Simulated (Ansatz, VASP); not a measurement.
## Two plane-wave programs on SiC

INCAR

```
  PREC = Accurate
  ENCUT = 520
  EDIFF = 1E-6
  ISMEAR = 0
  SIGMA = 0.05
  LREAL = F
  LASPH = T
  NELM = 80
  ALGO = Normal
  ISIF = 2
  LWAVE = F
  LCHARG = F
  GGA = PE
  NBANDS = 11
```

Contents of KPOINTS:

```
regular mesh
0
Gamma
  12 12 12
```

File POSCAR:

```
SiC
1.0
    0.0000000000      2.1740000000      2.1740000000
    2.1740000000      0.0000000000      2.1740000000
    2.1740000000      2.1740000000      0.0000000000
Si C
1 1
Direct
    0.0000000000      0.0000000000      0.0000000000
    0.7500000000      0.7500000000      0.7500000000
```

Input for Ansatz:

```yaml
crystal:
  lattice:
    - [0.0, 2.174, 2.174]
    - [2.174, 0.0, 2.174]
    - [2.174, 2.174, 0.0]
  atoms:
    - { symbol: Si, position: [0.0, 0.0, 0.0] }
    - { symbol: C, position: [0.75, 0.75, 0.75] }
basis:
  ecutwfc: 420
kpoints:
  mp_grid: { grid: [12, 12, 12] }
hamiltonian:
  xc: pbe
scf:
  occupations: { method: gaussian, width: 0.05 }
output:
  forces: true
  stress: true
  eigenvalues: true
```

Alike in both runs: task single point; functional PBE; k mesh 12 × 12 × 12; occupations gaussian, width 0.05 eV; no spin polarisation.

```csv
,VASP,Ansatz
version,VASP 6.6.1,Ansatz 0.2.0
potentials or method,"VASP PAW PBE potentials, release 64 (Si, C)","scalar-relativistic, plane waves, PAW"
plane-wave cutoff (eV),520,420
valence electrons in the cell,8,8
```

|  | VASP | Ansatz | Ansatz less VASP |
| --- | --- | --- | --- |
| gap on the k mesh at the Fermi level (eV) | 1.35 | 1.35 | +0.003 |
| least direct gap on the mesh (eV) | 4.55 | 4.55 | +0.004 |
| pressure (GPa) | 4.8 | 4.8 | +0.06 |

A k mesh can miss the band edges. Expect the measured gap to be larger: semilocal functionals such as PBE lack the derivative discontinuity.
